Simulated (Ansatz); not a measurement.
# TiB2 (P6/mmm) in Ansatz: band structure with HSE06

Aim: the band structure of TiB2 with HSE06.

All numbers are computed with Ansatz 0.2.0; they aren't measurements. Logs are shortened: lines on timing, memory, paths and dates and some standing lists are left out, and cuts for length are marked.

## Step 1: The structure

The structure is hexagonal, space group P6/mmm (No. 191). The conventional cell has a = 3.029 Å, b = 3.029 Å, c = 3.228 Å, α = 90.00°, β = 90.00°, γ = 120.00°. Ti (site symmetry 6/mmm) is surrounded by 12 B at 2.38 Å. B (site symmetry -6m2) is surrounded by 3 B at 1.75 Å.

## Step 2: Band structure, HSE06

input

```
crystal:
  lattice:
    - [3.0292, 0.0, 0.0]
    - [-1.5146, 2.6233641531, 0.0]
    - [0.0, 0.0, 3.2284]
  atoms:
    - { symbol: Ti, position: [0.0, 0.0, 0.0] }
    - { symbol: B, position: [0.6666666667, 0.3333333333, 0.5] }
    - { symbol: B, position: [0.3333333333, 0.6666666667, 0.5] }
hamiltonian:
  xc: hse06
  pseudopotentials: { kind: paw }
kpoints:
  mp_grid: { grid: [8, 8, 6] }
  band_path:
    path:
      - [[0.0, 0.0, 0.0], [0.5, 0.0, 0.0], [0.3333333333, 0.3333333333, 0.0], [0.0, 0.0, 0.0], [0.0, 0.0, 0.5], [0.5, 0.0, 0.5], [0.3333333333, 0.3333333333, 0.5], [0.0, 0.0, 0.5]]
      - [[0.5, 0.0, 0.5], [0.5, 0.0, 0.0]]
      - [[0.3333333333, 0.3333333333, 0.0], [0.3333333333, 0.3333333333, 0.5]]
    npoints: 4
scf:
  occupations: { method: fermi_dirac, width: 0.05 }
  n_extra_bands: 7
output:
  forces: true
  stress: true
  eigenvalues: true
  fatbands: false
```

Potentials or basis: Ansatz PAW.

The program printed:

```text
Warning: output.stress: scf.convergence.dr2_threshold = 1e-7 eV (the SCF's general default) is looser than the 3e-10 eV advised for a printed stress (1e-10 eV for each atom of the cell: 3). What an SCF threshold leaves in a stress goes as its square root, and in the free energy as the threshold itself, and one threshold admits the most on a small cell: of the crystals measured, under no hybrid functional and no lock of the moments, on runs that ended without the residual-converged pass, on stresses that held no estimate of that error, the worst erred by over 100 MPa in a component at 1e-7 eV an atom and by under 5 at 1e-10. Set scf.convergence.dr2_threshold to 3e-10 eV or tighter. The threshold is an SCF's pass mark: one that does not reach it within its budget of iterations ends unconverged, or closes short of it on a stop that the run arms, and scf.convergence.dr2_threshold's page says what that costs each kind of run
Warning: output.stress: scf.exx.energy_threshold = 1e-6 eV is looser than the 3e-8 eV advised for a stress under a hybrid functional (1e-8 eV for each atom of the cell: 3). Every SCF of the exchange loop can meet its threshold on dr2 while the loop round them stops early: no threshold on dr2 bounds what that leaves in the stress. Set scf.exx.energy_threshold to 3e-8 eV or tighter. The threshold is the loop's pass mark: a loop that does not reach it within its budget of cycles ends unconverged, and scf.exx.energy_threshold's page has the law
scf.n_extra_bands = 7 over 9 filled bands (N_el = 18.0): the run solves 16 bands
GPUs: using 1 of 1 available (devices: 1).
Engine: ansatz 0.2.0, x86_64-unknown-linux-gnu
Pseudopotentials: kind: paw
Pseudopotential: Ti, paw, valence charge 12, recommended cutoff 420 eV (normal), Ti.paw.azcp
Pseudopotential: B, paw, valence charge 3, recommended cutoff 420 eV (normal), B.paw.azcp
Functional definition: HSE06
  parameter a = 0.25
  parameter omega = 0.11/bohr
  exchange = pbe_x - a*pbe_x_sr(omega) + a*exact_x_sr(omega)
  correlation = pbe_c
device memory: the entry about to start is reckoned to put 0.7 GiB on a device that reports 35.4 GiB free (of which the cap on the GPU budget leaves the run 18.0 GiB)
GPU FFT provider: cuFFT
GPU libraries: cuBLAS 13.8.2, cuFFT 12.4.0, cuSOLVER 12.3.4
Crystal: 3 atoms, lattice volume = 25.655 Å³
Basis set: ecut = 420 eV, 503 PW (Γ), exchange–correlation on 48×48×48 points (8 copies of the dense FFT grid, shifted against one another)
Bands: 16, of which v1, the nominal top of the filled ones, is band 9 counted from 1 (8 counted from 0)
Symmetry: 24 space group operations
Space group: P6/mmm (ITA 191), of the structure as read, at distance tolerance 2.9e-5 Å
k-points: 40 of 384
Non-local potential: Ti, projectors of the file, l = 0: 3, l = 1: 2, l = 2: 3, l = 3: 1
Non-local potential: B, projectors of the file, l = 0: 2, l = 1: 2, l = 2: 1
PAW form: soft (Blöchl's): semilocal exchange-correlation on the pseudo side does not see the compensation charge
PAW frozen core: Ti, regenerated for the run's functional, and the local potential with it (the file was generated under x = pbe(κ = 0.804, μ = 0.2195149727645171), c = pbe(β = 0.06672455060314922))
PAW frozen core: B, regenerated for the run's functional, and the local potential with it (the file was generated under x = pbe(κ = 0.804, μ = 0.2195149727645171), c = pbe(β = 0.06672455060314922))
PAW one-centre angular grid: Ti, 590 points (default); XC on 64 Gauss nodes
PAW one-centre angular grid: B, 110 points (default); XC on 64 Gauss nodes
Initial density: superposition of atomic densities (neutral atoms: chi_scale 0, normalization atom), corrected by the library's trained network
Initial wavefunctions: pseudopotential atomic-orbital guess
GPU buffer pool allocated for 13824 grid points (all kernels)
GPU transforms: local potential and band sums: pruned to the plane-wave sphere, on 24×24×24
Functional: x = pbe(κ = 0.804, μ = 0.2195149727645171), c = pbe(β = 0.06672455060314922), warm-up for x = pbe(κ = 0.804, μ = 0.2195149727645171) + 0.25 (exact − pbe) at short range (hse, ω = 0.20786987370883472 Å⁻¹), c = pbe(β = 0.06672455060314922); HSE06 as pw.x's `hse` composes it (authors' and Libxc's form: `xc: wpbeh`)
SCF iter   1: F=—  HF=-2814.697760 eV  |F-HF|=—  |Δ(HF+E_count)|=         —  Δρ=3.32e-3  dr2=2.38e-3  ethr=1.77e-3  ⟨swp⟩=5.9  Hψ=2601  notcnv=0
preconditioner: auto → none  [insulator: Δε(μ)=0.367 eV  Ē_g=10.463 eV  σ=0.050 eV  W_gap=0.88  n_scr=8 (ndim 8)  ℏωp=23.2 eV  f_vac=0.000  D(μ)=0.11/eV (n_scr^D=0)]
SCF iter   2: F=—  HF=-2814.697368 eV  |F-HF|=—  |Δ(HF+E_count)|=   3.91e-4  Δρ=1.24e-3  dr2=3.49e-4  ethr=1.32e-5  ⟨swp⟩=3.5  Hψ=1592  notcnv=0  defer=5
iter 3 solved again at ethr=6.37e-8 eV; its pass at ethr=1.94e-6 eV (dr2=1.15e-5 eV) is discarded
SCF iter   3: F=—  HF=-2814.697324 eV  |F-HF|=—  |Δ(HF+E_count)|=   4.49e-5  Δρ=2.11e-4  dr2=1.10e-5  ethr=6.37e-8  ⟨swp⟩=3.2  Hψ=2148  notcnv=0  defer=1
SCF iter   4: F=—  HF=-2814.697323 eV  |F-HF|=—  |Δ(HF+E_count)|=   3.78e-7  Δρ=1.80e-5  dr2=1.06e-7  ethr=6.09e-8  ⟨swp⟩=2.3  Hψ=1024  notcnv=0
SCF iter   5: F=—  HF=-2814.697323 eV  |F-HF|=—  |Δ(HF+E_count)|=   1.80e-8  Δρ=3.78e-6  dr2=8.41e-10  ethr=5.89e-10  ⟨swp⟩=3.8  Hψ=1273  notcnv=0
SCF iter   6: F=-2814.697323 eV  HF=-2814.697323 eV  |F-HF|=2.09e-11  |Δ(HF+E_count)|=  8.05e-10  Δρ=6.49e-7  dr2=3.55e-11  ethr=4.67e-12  ⟨swp⟩=3.6  Hψ=1370  notcnv=0
SCF 1 converged in 6 iterations: F = -2814.697323 eV  dr2 = 3.55e-11
device memory: the entry about to start is reckoned to put 1.3 GiB on a device that reports 34.3 GiB free (of which the cap on the GPU budget leaves the run 18.0 GiB)
GPU FFT provider: cuFFT
GPU libraries: cuBLAS 13.8.2, cuFFT 12.4.0, cuSOLVER 12.3.4
Initial density: handed on by an earlier stage of this run
Initial wavefunctions: those handed on with the density
GPU buffer pool allocated for 13824 grid points (all kernels)
GPU transforms: local potential and band sums: pruned to the plane-wave sphere, on 24×24×24
Functional: x = pbe(κ = 0.804, μ = 0.2195149727645171) + 0.25 (exact − pbe) at short range (hse, ω = 0.20786987370883472 Å⁻¹), c = pbe(β = 0.06672455060314922); HSE06 as pw.x's `hse` composes it (authors' and Libxc's form: `xc: wpbeh`)
Exchange kernel: α = 0.2500, screened, ω = 0.2079 Å⁻¹, Wigner–Seitz truncation, v(0) = 1046.0515 eV·Å³, q-mesh 8×8×6, nearest image of the exchange supercell L = 19.37 Å, pair-density grid 15×15×15, without the augmentation charges, whose exchange is taken in its separable form by FFT convolution over the k-point mesh (sized by the pseudopotential files, 18×18×24 at the most), smooth part of the exact exchange by density-matrix convolution in up to 3.15 GiB of GPU memory as planned if the GPU has room (build and FFT work areas not counted)
Frozen-core exchange: fock
iter 1 solved again at ethr=9.57e-4 eV; its pass at ethr=1.00e-1 eV (dr2=1.72e-1 eV) is discarded
SCF iter   1: F=—  HF=-2814.565976 eV  |F-HF|=—  |Δ(HF+E_count)|=         —  Δρ=2.44e-2  dr2=2.10e-1  ethr=9.57e-4  ⟨swp⟩=4.0  Hψ=2932  notcnv=0
preconditioner: auto → none  [insulator: Δε(μ)=0.449 eV  Ē_g=12.317 eV  σ=0.050 eV  W_gap=0.95  n_scr=8 (ndim 8)  ℏωp=23.2 eV  f_vac=0.000  D(μ)=0.10/eV (n_scr^D=0)]
SCF iter   2: F=—  HF=-2814.535915 eV  |F-HF|=—  |Δ(HF+E_count)|=   3.01e-2  Δρ=1.71e-2  dr2=1.27e-1  ethr=9.57e-4  ⟨swp⟩=4.1  Hψ=1970  notcnv=0
SCF iter   3: F=—  HF=-2814.507878 eV  |F-HF|=—  |Δ(HF+E_count)|=   2.80e-2  Δρ=2.52e-3  dr2=2.26e-3  ethr=5.99e-4  ⟨swp⟩=3.1  Hψ=1538  notcnv=0
SCF iter   4: F=—  HF=-2814.515291 eV  |F-HF|=—  |Δ(HF+E_count)|=   7.41e-3  Δρ=1.75e-3  dr2=1.07e-3  ethr=7.14e-6  ⟨swp⟩=4.2  Hψ=1759  notcnv=0
SCF iter   5: F=—  HF=-2814.514984 eV  |F-HF|=—  |Δ(HF+E_count)|=   3.07e-4  Δρ=3.27e-4  dr2=1.62e-5  ethr=5.73e-6  ⟨swp⟩=3.0  Hψ=1088  notcnv=0
SCF iter   6: F=-2814.515046 eV  HF=-2814.515048 eV  |F-HF|=2.72e-6  |Δ(HF+E_count)|=   6.43e-5  Δρ=1.01e-4  dr2=3.55e-6  ethr=5.88e-8  ⟨swp⟩=4.0  Hψ=1878  notcnv=0
SCF 2 stopped early in 6 iterations: F = -2814.515046 eV  dr2 = 3.55e-6
hybrid outer 1: dexx = +8.050e-3 eV, tail = 3.23e-5 eV
GPU FFT provider: cuFFT
GPU libraries: cuBLAS 13.8.2, cuFFT 12.4.0, cuSOLVER 12.3.4
GPU buffer pool allocated for 13824 grid points (all kernels)
GPU transforms: local potential and band sums: pruned to the plane-wave sphere, on 24×24×24
Exchange kernel: α = 0.2500, screened, ω = 0.2079 Å⁻¹, Wigner–Seitz truncation, v(0) = 1046.0515 eV·Å³, q-mesh 8×8×6, nearest image of the exchange supercell L = 19.37 Å, pair-density grid 15×15×15, without the augmentation charges, whose exchange is taken in its separable form by FFT convolution over the k-point mesh (sized by the pseudopotential files, 18×18×24 at the most), smooth part of the exact exchange by density-matrix convolution in up to 3.15 GiB of GPU memory as planned if the GPU has room (build and FFT work areas not counted)
Frozen-core exchange: fock
SCF iter   1: F=—  HF=-2814.514680 eV  |F-HF|=—  |Δ(HF+E_count)|=         —  Δρ=6.16e-5  dr2=5.89e-7  ethr=8.98e-7  ⟨swp⟩=3.9  Hψ=1545  notcnv=0
preconditioner: auto → none  [insulator: Δε(μ)=0.436 eV  Ē_g=12.106 eV  σ=0.050 eV  W_gap=0.95  n_scr=8 (ndim 8)  ℏωp=23.2 eV  f_vac=0.000  D(μ)=0.10/eV (n_scr^D=0)]
SCF iter   2: F=—  HF=-2814.514681 eV  |F-HF|=—  |Δ(HF+E_count)|=   7.24e-7  Δρ=2.40e-5  dr2=2.07e-7  ethr=2.66e-9  ⟨swp⟩=4.3  Hψ=1368  notcnv=0  defer=2
SCF iter   3: F=-2814.514681 eV  HF=-2814.514681 eV  |F-HF|=1.69e-9  |Δ(HF+E_count)|=   3.73e-8  Δρ=7.77e-6  dr2=9.06e-9  ethr=1.05e-9  ⟨swp⟩=2.5  Hψ=1058  notcnv=0  defer=4
SCF 3 converged in 3 iterations: F = -2814.514681 eV  dr2 = 9.06e-9
  Residual-converged pass: ⟨swp⟩=3.0  Hψ=1258  notcnv=0  max |occ|·‖R‖ = 2.4e-6 eV (tolerance 2.4e-6 eV)  dr2=8.93e-9  dr2_onsite=1.40e-9  max |Δocc| = 5.4e-11
hybrid outer 2: dexx = +7.366e-7 eV, tail = 2.84e-8 eV, Δε = 2.15e-3 eV (about 7.02e-5 eV left of the loop's levels)
device memory: the entry about to start is reckoned to put 0.3 GiB on a device that reports 49.0 GiB free (of which the cap on the GPU budget leaves the run 18.0 GiB)
NSCF: frozen V_eff on 39 k-points, pencils in batches of 32, up to order 72
hybrid SCF converged: 2 outer / 9 inner (+6 warm-up), last move |dexx| = 7.37e-7 eV, tail = 2.84e-8 eV
Stability not checked: this state was not tested for a lower state beside it, because the functional holds exact exchange (a hybrid, or Hartree-Fock), whose exchange loop this test does not read (fock_operator; see scf.lower_state_search)
Free energy (F): -2814.514681 eV
Frozen-core exchange: fock
Harris-Foulkes:  -2814.514681 eV  (|F-HF|=1.69e-9)
Internal energy: -2814.513525 eV  (E = F + TS)
E sigma→0 (E₀):  -2814.514103 eV
Entropy (-TS):   -0.001156 eV (-0.385 meV/atom)
Fermi energy:    15.550688 eV
--- Per-component energies (eV) ---
  E_band       = -130.904318
  E_kinetic    = 375.490667
  E_local      = -778.582047  (includes V_loc(G=0)·N_el)
  E_nonlocal   = 25.543094
  E_hartree    = 328.142623
  E_xc         = -134.392405
  E_vxc        = -163.335093  (∫ρ·V_xc dr)
  E_exx        = -50.605506  (= α·E_x^exact, valence–valence)
  E_paw        = -1183.730079  (= ΣΔE_a)
  E_vpaw       = -145.095074  (= ΣTr[D̂ρ^β])
  E_aug_tail   = 0.000098  (compensation charges beyond the density's cutoff)
  E_ewald      = -1396.182920
  E_core_change = -0.197051  (= ΣΔE_core)
  E_smearing   = -0.001156  (= −TS)
  E_closure    = -0.000000  (closes the sum)
  Σ components = -2814.514681   (vs F -2814.514681, Δ=-4.55e-13)
--- Forces (eV/Å), atoms counted from 1 ---
  atom   1  Ti    -0.00000000     0.00000000     0.00000000
  atom   2  B      0.00000000     0.00000000     0.00000000
  atom   3  B      0.00000000    -0.00000000     0.00000000
  max |Σ_I F_I| component: 5.55e-17 eV/Å
--- Stress (GPa, compression-positive) ---
       -4.422268       0.000000      -0.000000
       -0.000000      -4.422268      -0.000000
       -0.000000      -0.000000      -5.677352
  P = ⅓ Tr σ = -4.8406 GPa (-48.406 kbar)
--- Band table (eV; the first three rows and the last of 40) ---
  k-point 0: bands = ["-46.5837", "-21.3261", "-20.9878", "-20.9878", "-0.2248", "12.0934", "12.0934", "12.3347", "12.7904", "17.7902", "17.7902", "19.6827", "19.6827", "21.5852", "21.5852", "22.7938"]
  k-point 1: bands = ["-46.5798", "-21.3832", "-20.9835", "-20.9835", "0.1731", "9.9642", "12.4417", "12.4417", "14.8774", "16.8536", "16.8536", "18.9502", "18.9502", "22.7162", "23.0224", "23.0224"]
  k-point 2: bands = ["-46.5721", "-21.4959", "-20.9748", "-20.9748", "1.1777", "7.5446", "13.4293", "13.4293", "15.6983", "15.6983", "16.7296", "17.2714", "17.2714", "22.5610", "25.4380", "25.4380"]
  k-point 39: bands = ["-46.5005", "-21.4292", "-21.3323", "-21.2084", "4.7373", "5.9099", "8.6800", "11.2760", "11.3056", "18.5921", "19.9156", "20.2459", "20.5348", "21.2734", "23.0506", "25.6446"]
```

Wall time 95 s (1 × NVIDIA H100 80GB HBM3 with 2 threads of AMD EPYC 7R13 (Zen 3), shared host); peak memory 2.5 GiB.

Results:

* Free energy: -2814.5147 eV
* Pressure: -4.8 GPa
* Band gap on the k mesh: none (metal or under the smearing width)

Levels at the corners of the path, in eV from the Fermi level:
| point | band 5 | band 6 | band 7 | band 8 | band 9 | band 10 | band 11 | band 12 | band 13 | band 14 |
| --- | --- | --- | --- | --- | --- | --- | --- | --- | --- | --- |
| Γ | -15.78 | -3.46 | -3.46 | -3.22 | -2.76 | 2.24 | 2.24 | 4.13 | 4.13 | 6.03 |
| M | -11.12 | -11.04 | -4.23 | -4.11 | -2.91 | 1.55 | 3.21 | 3.44 | 3.75 | 7.61 |
| K | -10.01 | -10.01 | -8.78 | -2.45 | -2.45 | 1.46 | 1.46 | 2.28 | 7.72 | 7.72 |
| Γ | -15.78 | -3.46 | -3.46 | -3.22 | -2.76 | 2.24 | 2.24 | 4.13 | 4.13 | 6.03 |
| A | -13.64 | -9.22 | -1.08 | -1.08 | -0.29 | -0.29 | 0.37 | 0.37 | 2.01 | 6.93 |
| L | -11.57 | -9.09 | -5.74 | -4.88 | -4.25 | 3.01 | 3.41 | 5.10 | 5.23 | 5.56 |
| H | -10.23 | -10.23 | -7.03 | -4.19 | -4.19 | 3.05 | 4.84 | 4.84 | 5.04 | 5.04 |
| A | -13.64 | -9.22 | -1.08 | -1.08 | -0.29 | -0.29 | 0.37 | 0.37 | 2.01 | 6.93 |
| L | -11.57 | -9.09 | -5.74 | -4.88 | -4.25 | 3.01 | 3.41 | 5.10 | 5.23 | 5.56 |
| M | -11.12 | -11.04 | -4.23 | -4.11 | -2.91 | 1.55 | 3.21 | 3.44 | 3.75 | 7.61 |
| K | -10.01 | -10.01 | -8.78 | -2.45 | -2.45 | 1.46 | 1.46 | 2.28 | 7.72 | 7.72 |
| H | -10.23 | -10.23 | -7.03 | -4.19 | -4.19 | 3.05 | 4.84 | 4.84 | 5.04 | 5.04 |

Caveat: the PAW data sets come from PBE, with cores solved anew for the run's functional, which leaves a small shift of forces and pressure; the thresholds are loose for stress.
